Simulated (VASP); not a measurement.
# Hf (P6_3/mmc) in VASP: further runs

Aim: see how the results for Hf move with the level of theory and the settings. Levels: PBEsol, r2SCAN. Tasks: relaxation of cell and atoms.

Everything below comes from runs of VASP 6.6.1. Logs are shortened: lines on timing, memory, paths and dates and some standing lists are left out, and cuts for length are marked.

## 1. The structure

It takes space group P6_3/mmc (No. 194, hexagonal). The conventional cell has a = 3.158 Å, b = 3.158 Å, c = 4.990 Å, α = 90.00°, β = 90.00°, γ = 120.00°. Around Hf (site symmetry -6m2) lie 12 Hf at 3.09 to 3.16 Å.

## 2. Relaxation of cell and atoms, PBEsol

The input, INCAR:

```
SYSTEM = Hf
PREC = Accurate
ENCUT = 600
EDIFF = 1E-7
ISMEAR = 1
SIGMA = 0.1
LREAL = .False.
LASPH = .True.
NELM = 80
ALGO = Normal
ISIF = 3
LWAVE = .False.
LCHARG = .False.
GGA = PS
IBRION = 2
NSW = 90
EDIFFG = -0.005
```

The input, KPOINTS:

```
Automatic mesh
0
Gamma
  18 18 9
  0 0 0
```

The input, POSCAR:

```
Hf                                      
1.0
    3.1578181601      0.0000000000      0.0000000000
   -1.5789090801      2.7347507472     -0.0000000000
    0.0000000000      0.0000000000      4.9901273943
  Hf            
     2
Direct
     0.3333333332999970    0.6666666667000030    0.2500000000000000
     0.6666666667000030    0.3333333332999970    0.7500000000000000
```

Potentials or basis: VASP PAW PBE potentials, release 64 (Hf_pv).

Started as:

```
cat potpaw_PBE.64/Hf_pv/POTCAR > POTCAR
mpirun -np 1 vasp_std > vasp.out
```

OUTCAR:

```text
SYSTEM = Hf
   PREC = Accurate
   ENCUT = 600
   EDIFF = 1E-7
   ISMEAR = 1
   LREAL = .False.
   LASPH = .True.
   NELM = 80
   ISIF = 3
   GGA = PS
   IBRION = 2
   NSW = 90
   EDIFFG = -0.005

 ion  position               nearest neighbor table
   1  0.333  0.667  0.250-   2 3.09   2 3.09   2 3.09   2 3.09   2 3.09   2 3.09
   2  0.667  0.333  0.750-   1 3.09   1 3.09   1 3.09   1 3.09   1 3.09   1 3.09

  LATTYP: Found a hexagonal cell.
 ALAT       =     3.1578181601
 C/A-ratio  =     1.5802453280

  Lattice vectors:

 A1 = (   3.1578181601,   0.0000000000,   0.0000000000)
 A2 = (  -1.5789090801,   2.7347507472,   0.0000000000)
 A3 = (   0.0000000000,   0.0000000000,   4.9901273943)

Analysis of symmetry for initial positions (statically):
=====================================================================
 Subroutine PRICEL returns:
 Original cell was already a primitive cell.

 Routine SETGRP: Setting up the symmetry group for a
 hexagonal supercell.

 Subroutine GETGRP returns: Found 24 space group operations
 (whereof 12 operations were pure point group operations)
 out of a pool of 24 trial point group operations.

The static configuration has the point symmetry D_3d.
 The point group associated with its full space group is D_6h.

Analysis of symmetry for dynamics (positions and initial velocities):
=====================================================================
 Subroutine PRICEL returns:
 Original cell was already a primitive cell.

 Routine SETGRP: Setting up the symmetry group for a
 hexagonal supercell.

 Subroutine GETGRP returns: Found 24 space group operations
 (whereof 12 operations were pure point group operations)
 out of a pool of 24 trial point group operations.

The dynamic configuration has the point symmetry D_3d.
 The point group associated with its full space group is D_6h.

 Subroutine INISYM returns: Found 24 space group operations
 (whereof 12 operations are pure point group operations),
 and found     1 'primitive' translations

----------------------------------------------------------------------------------------

                                     Primitive cell

  volume of cell :      43.0940

  direct lattice vectors                    reciprocal lattice vectors
     3.157818160  0.000000000  0.000000000     0.316674346  0.182832019  0.000000000
    -1.578909080  2.734750747  0.000000000     0.000000000  0.365664038  0.000000000
     0.000000000  0.000000000  4.990127394     0.000000000  0.000000000  0.200395686

  length of vectors
     3.157818160  3.157818160  4.990127394     0.365664038  0.365664038  0.200395686

  position of ions in fractional coordinates (direct lattice)
     0.333333333  0.666666667  0.250000000
     0.666666667  0.333333333  0.750000000

  ion indices of the primitive-cell ions
   primitive index   ion index
                 1           1
                 2           2

----------------------------------------------------------------------------------------

 KPOINTS: Automatic mesh

Automatic generation of k-mesh.
 Grid dimensions read from file:
 generate k-points for:   18   18    9

 Generating k-lattice:

  Cartesian coordinates                     Fractional coordinates (reciprocal lattice)
     0.017593019  0.010157334  0.000000000     0.055555556  0.000000000  0.000000000
     0.000000000  0.020314669  0.000000000     0.000000000  0.055555556  0.000000000
     0.000000000  0.000000000  0.022266187     0.000000000  0.000000000  0.111111111

  Length of vectors
     0.020314669  0.020314669  0.022266187

  Shift w.r.t. Gamma in fractional coordinates (k-lattice)
     0.000000000  0.000000000  0.000000000

 Subroutine IBZKPT returns following result:
 ===========================================

 Found    185 irreducible k-points:

 Following reciprocal coordinates:
            Coordinates               Weight
  0.000000  0.000000  0.000000      1.000000
  0.055556  0.000000  0.000000      6.000000
  0.111111  0.000000  0.000000      6.000000
  0.166667  0.000000  0.000000      6.000000
  0.222222 -0.000000  0.000000      6.000000
  0.277778  0.000000  0.000000      6.000000
[... 16 lines left out ...]
  0.333333  0.111111  0.000000     12.000000
  0.388889  0.111111  0.000000     12.000000
 [... further k-points ...]
   k-points           NKPTS =    185   k-points in BZ     NKDIM =    185   number of bands    NBANDS=     14
   number of dos      NEDOS =    301   number of ions     NIONS =      2
   total plane-waves  NPLWV =  31360
   dimension x,y,z NGX =    28 NGY =   28 NGZ =   40
   dimension x,y,z NGXF=    56 NGYF=   56 NGZF=   80
   ions per type =               2
   NGX,Y,Z   is equivalent  to a cutoff of  14.74, 14.74, 13.33 a.u.
   NGXF,Y,Z  is equivalent  to a cutoff of  29.48, 29.48, 26.65 a.u.
 SYSTEM =  Hf
   PREC   = accura    normal or accurate (medium, high low for compatibility)
   ISTART =      0    job   : 0-new  1-cont  2-samecut
   ICHARG =      2    charge: 1-file 2-atom 10-const
   ISPIN  =      1    spin polarized calculation?
   LNONCOLLINEAR =      F non collinear calculations
   LSORBIT =      F    spin-orbit coupling
   LASPH  =      T    aspherical Exc in radial PAW
   ENCUT  =  600.0 eV  44.10 Ry    6.64 a.u.   6.31  6.31  9.97*2*pi/ulx,y,z
   NELM   =     80;   NELMIN=  2; NELMDL= -5     # of ELM steps
   EDIFF  = 0.1E-06   stopping-criterion for ELM
   LREAL  =      F    real-space projection
   EDIFFG = -.5E-02   stopping-criterion for IOM
   NSW    =     90    number of steps for IOM
   IBRION =      2    ionic relax: 0-MD 1-quasi-New 2-CG
   NFREE  =      1    steps in history (QN), initial steepest desc. (CG)
   ISIF   =      3    stress and relaxation
   ISYM   =      2    0-nonsym 1-usesym 2-fastsym
   POTIM  = 0.5000    time-step for ionic-motion
   TEBEG  =    0.0;   TEEND  =   0.0 temperature during run
   PSTRESS=    0.0 pullay stress
   NELECT =      20.0000    total number of electrons
   NUPDOWN=      -1.0000    fix difference up-down
   EMIN   =  10.00;   EMAX   =-10.00  energy-range for DOS
   EFERMI =   0.00;   METHOD = LEGACY
   ISMEAR =     1;   SIGMA  =   0.10  broadening in eV -4-tet -1-fermi 0-gaus
   EFERMI_NEDOS =   21; number of points for ismear=-14 and -15
   IALGO  =     38    algorithm
   IMIX   =      4    mixing-type and parameters
     AMIX     =   0.40;   BMIX     =  1.00
     AMIX_MAG =   1.60;   BMIX_MAG =  1.00
  volume/ion in A,a.u.               =      21.55       145.41
  Fermi-wavevector in a.u.,A,eV,Ry     =   1.267494  2.395217 21.858326  1.606542
  Thomas-Fermi vector in A             =   2.400639
   LORBIT       =      0    0 simple, 1 ext, 2 COOP (PROOUT), +10 PAW based schemes
   GGA     = PS    functional components
   LHFCALC =     F    Hartree Fock is set to
   AEXX    =    0.0000 exact exchange contribution
   IVDW    =     0    specifies the selected vdW correction
   LEPSILON=     F    determine dielectric tensor
   LRPA    =     F    only Hartree local field effects (RPA)
 conjugate gradient relaxation of ions
 non-spin polarized calculation
 Methfessel and Paxton  Order N= 1 SIGMA  =   0.10
  energy-cutoff  :      600.00
  volume of cell :       43.09
 maximum number of plane-waves:      1459
 NGX is ok and might be reduce to    28
   NGX = 13   NGY = 13   NGZ = 19

--------------------------------------- Ionic step        1  -------------------------------------------

 number of electron      19.9999998 magnetization

 Free energy of the ion-electron system (eV)
  ---------------------------------------------------
  ext. energy  EPLUGINS =         0.00000000
  ---------------------------------------------------
  free energy    TOTEN  =       -21.00762532 eV

  energy without entropy =      -21.00815098  energy(sigma->0) =      -21.00780054

------------------------ aborting loop because EDIFF is reached ----------------------------------------

  FORCE on cell =-STRESS in cart. coord.  units (eV):
  Direction    XX          YY          ZZ          XY          YZ          ZX
  --------------------------------------------------------------------------------------
  -------------------------------------------------------------------------------------
  Total       -0.0083506     -0.0083506     -0.0184593      0.0000000     -0.0000000      0.0000000
  in kB       -0.3104658     -0.3104658     -0.6862912      0.0000000     -0.0000000      0.0000000
  external PRESSURE =      -0.4357410 kB  Pullay stress =       0.0000000 kB
[... 57 lines left out ...]
  energy  without entropy=      -21.0081444020  energy(sigma->0) =      -21.00779717

--------------------------------------- Ionic step        3  -------------------------------------------

 number of electron      19.9999998 magnetization

 Free energy of the ion-electron system (eV)
  ---------------------------------------------------
  ext. energy  EPLUGINS =         0.00000000
  ---------------------------------------------------
  free energy    TOTEN  =       -21.00762746 eV

  energy without entropy =      -21.00815119  energy(sigma->0) =      -21.00780204

 E-fermi :   5.0297     XC(G=0): -11.5658

 val. band max:        5.0228763751   @ k =   0.0000   0.0000   0.3333
 cond. band min:       5.0334594612   @ k =   0.2222   0.2222   0.4444
 fundamental gap:      0.0105830861
 Fermi energy:         5.0296547747

 k-point     1 :       0.0000    0.0000    0.0000
  band No.  band energies     occupation
      1     -25.9873      2.00000
      2     -25.1391      2.00000
      3     -25.1391      2.00000
      4     -24.9938      2.00000
      5     -24.9931      2.00000
      6     -24.9931      2.00000
      7      -2.4933      2.00000
      8       1.1901      2.00000
      9       5.8437     -0.00000
     10       6.1944     -0.00000
     11       6.1944     -0.00000
     12       6.5028     -0.00000
     13       7.0610      0.00000
     14       7.0610      0.00000
[... 375 lines left out ...]
 k-point    24 :       0.3889    0.1111    0.0000
  band No.  band energies     occupation
      1     -25.7501      2.00000
      2     -25.5882      2.00000
      3     -25.5697      2.00000
      4     -25.3715      2.00000
      5     -25.2452      2.00000
      6     -25.1410      2.00000
      7       1.6879      2.00000
      8       2.5184      2.00000
      9       2.7649      2.00000
     10       4.1211      2.00000
     11       5.5948     -0.00000
     12       5.9590     -0.00000
     13       6.6981     -0.00000
     14      10.3185      0.00000

 [... further k-points ...]

------------------------ aborting loop because EDIFF is reached ----------------------------------------

  FORCE on cell =-STRESS in cart. coord.  units (eV):
  Direction    XX          YY          ZZ          XY          YZ          ZX
  --------------------------------------------------------------------------------------
  -------------------------------------------------------------------------------------
  Total        0.0030837      0.0030837     -0.0026470     -0.0000000     -0.0000000      0.0000000
  in kB        0.1146896      0.1146896     -0.0984477     -0.0000000     -0.0000000      0.0000000
  external PRESSURE =       0.0436438 kB  Pullay stress =       0.0000000 kB
[... 17 lines left out ...]
  FREE ENERGIE OF THE ION-ELECTRON SYSTEM (eV)
  ---------------------------------------------------
  free  energy   TOTEN  =       -21.0076274595 eV

  energy  without entropy=      -21.0081511880  energy(sigma->0) =      -21.00780204

 reached required accuracy - stopping structural energy minimisation
```

It took 88 s on 1 thread of Intel Xeon 6975P-C (Granite Rapids), shared host; peak memory 0.27 GiB.

What came out:

```
Free energy                            : -21.0076 eV
Relaxed volume                         : 21.54 Å³/atom
Relaxed cell                           : a = 3.158 Å, b = 3.158 Å, c = 4.989 Å, α = 90.00°, β = 90.00°, γ = 120.00°
Space group after relaxing (to 0.05 Å) : P6_3/mmc (No. 194)
Energy gained by relaxing              : 0.0 meV/atom
Ionic steps                            : 3
Pressure after relaxing                : 0.0 GPa
Band gap on the k mesh                 : none (metal or under the smearing width)
```

Final structure:
```yaml
crystal:
  lattice:
    - [3.15755, 0.00000, 0.00000]
    - [-1.57877, 2.73452, 0.00000]
    - [0.00000, 0.00000, 4.98919]
  atoms:
    - { symbol: Hf, position: [0.33333, 0.66667, 0.25000] }
    - { symbol: Hf, position: [0.66667, 0.33333, 0.75000] }
```

Levels at points of the mesh, in eV from the Fermi level:
| k point | band 8 | band 9 | band 10 | band 11 | band 12 | band 13 |
| --- | --- | --- | --- | --- | --- | --- |
| (0.00, 0.00, 0.00) | -3.84 | 0.81 | 1.16 | 1.16 | 1.47 | 2.03 |
| (0.50, 0.00, 0.00) | -2.90 | -2.36 | -0.73 | 0.75 | 0.92 | 1.74 |

Caveat: the PAW data sets were made with another functional, which shifts forces and pressure a little. Spin-orbit coupling is left out, which matters for the levels of Hf.

## 3. Relaxation of cell and atoms, r2SCAN

This run uses another cell than the first one, of 22.38 Å³/atom, 1.039 times its volume.

The input, INCAR:

```
SYSTEM = Hf
  ALGO = Normal
  EDIFF = 1E-6
  EDIFFG = -0.01
  ENCUT = 600
  IBRION = 2
  ISIF = 3
  ISMEAR = 1
  LASPH = .TRUE.
  LCHARG = .FALSE.
  LMIXTAU = .TRUE.
  LREAL = .FALSE.
  LWAVE = .FALSE.
  METAGGA = R2SCAN
  NELM = 80
  NSW = 90
  PREC = Accurate
  SIGMA = 0.1
```

The input, KPOINTS:

```
k-points
0
G
  18 18 9
  0 0 0
```

The input, POSCAR:

```
Hf
1.0
    3.1967000000      0.0000000000      0.0000000000
   -1.5983500000      2.7684234083      0.0000000000
    0.0000000000      0.0000000000      5.0578000000
Hf
2
Direct
    0.3333333333      0.6666666667      0.2500000000
    0.6666666667      0.3333333333      0.7500000000
```

Potentials or basis: VASP PAW PBE potentials, release 64 (Hf_pv).

Started as:

```
cat potpaw_PBE.64/Hf_pv/POTCAR > POTCAR
mpirun -np 1 vasp_std > vasp.out
```

Run time: 19 min. Hardware: 1 thread of Intel Xeon 6975P-C (Granite Rapids), shared host; peak memory 0.32 GiB.

Results (log left out):

* Free energy: -90.3045 eV
* Relaxed volume: 22.22 Å³/atom
* Relaxed cell: a = 3.193 Å, b = 3.193 Å, c = 5.032 Å, α = 90.00°, β = 90.00°, γ = 120.00°
* Space group after relaxing (to 0.05 Å): P6_3/mmc (No. 194)
* Energy gained by relaxing: 0.5 meV/atom
* Ionic steps: 7
* Pressure after relaxing: 0.0 GPa
* Band gap on the k mesh: none (metal or under the smearing width)

Step by step:
| step | energy change (eV) | largest force (eV/Å) | pressure (GPa) | volume (Å³) |
| --- | --- | --- | --- | --- |
| 1 | 0.0000 | 0.0000 | -0.78 | 44.76 |
| 2 | 0.0003 | 0.0000 | 1.04 | 44.05 |
| 3 | -0.0009 | 0.0000 | 0.04 | 44.44 |
| 4 | -0.0009 | 0.0000 | 0.03 | 44.43 |
| 5 | -0.0006 | 0.0000 | 0.55 | 44.24 |
| 6 | -0.0009 | 0.0000 | 0.08 | 44.42 |
| 7 | -0.0010 | 0.0000 | 0.03 | 44.44 |

Final structure:
```
CELL_PARAMETERS angstrom
3.19339 0.00000 0.00000
-1.59669 2.76556 0.00000
0.00000 0.00000 5.03218
ATOMIC_POSITIONS crystal
Hf 0.33333 0.66667 0.25000
Hf 0.66667 0.33333 0.75000
```

Levels at points of the mesh, in eV from the Fermi level:
| k point | band 6 | band 7 | band 8 | band 9 | band 10 | band 11 | band 12 | band 13 | band 14 |
| --- | --- | --- | --- | --- | --- | --- | --- | --- | --- |
| (0.00, 0.00, 0.00) | -31.33 | -7.78 | -3.86 | 0.46 | 1.32 | 1.32 | 1.68 | 2.21 | 2.21 |
| (0.50, 0.00, 0.00) | -31.42 | -3.51 | -2.88 | -2.34 | -1.02 | 0.95 | 0.95 | 1.85 | 6.22 |

Caveat: the PAW data sets were made with another functional, which shifts forces and pressure a little. The run has no spin-orbit coupling, so splittings on Hf are missing.

## 4. Relaxation of cell and atoms, r2SCAN

This run uses another cell than the first one, of 22.22 Å³/atom, 1.031 times its volume.

Edit INCAR of step 3 so:

```diff
@@ -2,4 +2,4 @@
   ALGO = Normal
-  EDIFF = 1E-6
-  EDIFFG = -0.01
+  EDIFF = 1E-7
+  EDIFFG = -0.005
   ENCUT = 600
```

KPOINTS is that of step 3.

The input, POSCAR:

```
Hf                                      
1.0
    3.1933881057     -0.0000000000     -0.0000000000
   -1.5966940528      2.7655552237     -0.0000000000
   -0.0000000000     -0.0000000000      5.0321844389
  Hf            
     2
Direct
     0.3333333332999970    0.6666666667000030    0.2500000000000000
     0.6666666667000030    0.3333333332999970    0.7500000000000000
```

Potentials or basis: VASP PAW PBE potentials, release 64 (Hf_pv).

Started as:

```
cat potpaw_PBE.64/Hf_pv/POTCAR > POTCAR
mpirun -np 1 vasp_std > vasp.out
```

OUTCAR:

```text
SYSTEM = Hf
   EDIFF = 1E-7
   EDIFFG = -0.005
   ENCUT = 600
   IBRION = 2
   ISIF = 3
   ISMEAR = 1
   LASPH = .TRUE.
   LREAL = .FALSE.
   METAGGA = R2SCAN
   NELM = 80
   NSW = 90
   PREC = Accurate

 ion  position               nearest neighbor table
   1  0.333  0.667  0.250-   2 3.12   2 3.12   2 3.12   2 3.12   2 3.12   2 3.12
   2  0.667  0.333  0.750-   1 3.12   1 3.12   1 3.12   1 3.12   1 3.12   1 3.12

  LATTYP: Found a hexagonal cell.
 ALAT       =     3.1933881057
 C/A-ratio  =     1.5758136100

  Lattice vectors:
[... 602 lines left out ...]

  FORCE on cell =-STRESS in cart. coord.  units (eV):
  Direction    XX          YY          ZZ          XY          YZ          ZX
  --------------------------------------------------------------------------------------
  -------------------------------------------------------------------------------------
  Total        0.0098797      0.0098797      0.0053435      0.0000000     -0.0000000     -0.0000000
  in kB        0.3561749      0.3561749      0.1926392      0.0000000     -0.0000000     -0.0000000
  external PRESSURE =       0.3016630 kB  Pullay stress =       0.0000000 kB

 VOLUME and BASIS-vectors are now :
 -----------------------------------------------------------------------------
  energy-cutoff  :      600.00
  volume of cell :       44.44
      direct lattice vectors                 reciprocal lattice vectors
     3.193388106  0.000000000  0.000000000     0.313147030  0.180795522  0.000000000
    -1.596694053  2.765555224  0.000000000     0.000000000  0.361591044  0.000000000
     0.000000000  0.000000000  5.032184439     0.000000000  0.000000000  0.198720856

 POSITION                                       TOTAL-FORCE (eV/Angst)
 -----------------------------------------------------------------------------------
     -0.00000      1.84370      1.25805        -0.000000     -0.000000      0.000000
      1.59669      0.92185      3.77414         0.000000      0.000000      0.000000
 -----------------------------------------------------------------------------------
    total drift:                                0.000000     -0.000000      0.000000

  FREE ENERGIE OF THE ION-ELECTRON SYSTEM (eV)
  ---------------------------------------------------
  free  energy   TOTEN  =       -90.3044446409 eV

  energy  without entropy=      -90.3048464110  energy(sigma->0) =      -90.30457856

 reached required accuracy - stopping structural energy minimisation
```

CONTCAR:

```text
Hf
   1.00000000000000
     3.1933881057000000    0.0000000000000000    0.0000000000000000
    -1.5966940528000000    2.7655552236999998    0.0000000000000000
     0.0000000000000000    0.0000000000000000    5.0321844388999999
  Hf
     2
Direct
     0.3333333332999970    0.6666666667000030    0.2500000000000000
     0.6666666667000030    0.3333333332999970    0.7500000000000000

  0.00000000E+00  0.00000000E+00  0.00000000E+00
  0.00000000E+00  0.00000000E+00  0.00000000E+00
```

It took 6.6 min on 1 thread of Intel Xeon 6975P-C (Granite Rapids), shared host; peak memory 0.29 GiB.

What came out:

```
Free energy             : -90.3044 eV
Pressure after relaxing : 0.0 GPa
Band gap on the k mesh  : none (metal or under the smearing width)
```

Final structure:
```xyz
2
Lattice="3.1934 0.0000 0.0000 -1.5967 2.7656 0.0000 0.0000 0.0000 5.0322" Properties=species:S:1:pos:R:3 pbc="T T T"
Hf    0.0000    1.8437    1.2580
Hf    1.5967    0.9219    3.7741
```

Caveat: the relaxation stopped at its first step, so nothing moved; the PAW data sets were made with another functional, which shifts forces and pressure a little. Spin-orbit coupling is left out, which matters for the levels of Hf.
